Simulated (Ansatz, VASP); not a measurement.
BP: VASP beside Ansatz

```
B P
1.0
     0.00000    2.26832    2.26832
     2.26832    0.00000    2.26832
     2.26832    2.26832    0.00000
B P
1 1
Cartesian
  0.0000 0.0000 0.0000
  1.1342 1.1342 1.1342
```

Alike in both runs: task single point; functional r2SCAN; k mesh 8 × 8 × 8; no spin polarisation.

```csv
,VASP,Ansatz
version,VASP 6.6.1,Ansatz 0.2.0
potentials or method,"VASP PAW PBE potentials, release 64 (B, P)","plane waves, PAW"
plane-wave cutoff (eV),520,500
occupations,"gaussian, width 0.01 eV",fixed
valence electrons in the cell,8,8
```

|  | VASP | Ansatz | Ansatz less VASP |
| --- | --- | --- | --- |
| gap on the k mesh at the Fermi level (eV) | 1.48 | 1.45 | -0.030 |

 A k mesh can miss the band edges. r2SCAN opens gaps a little over a GGA but as a rule still falls short of measured ones.
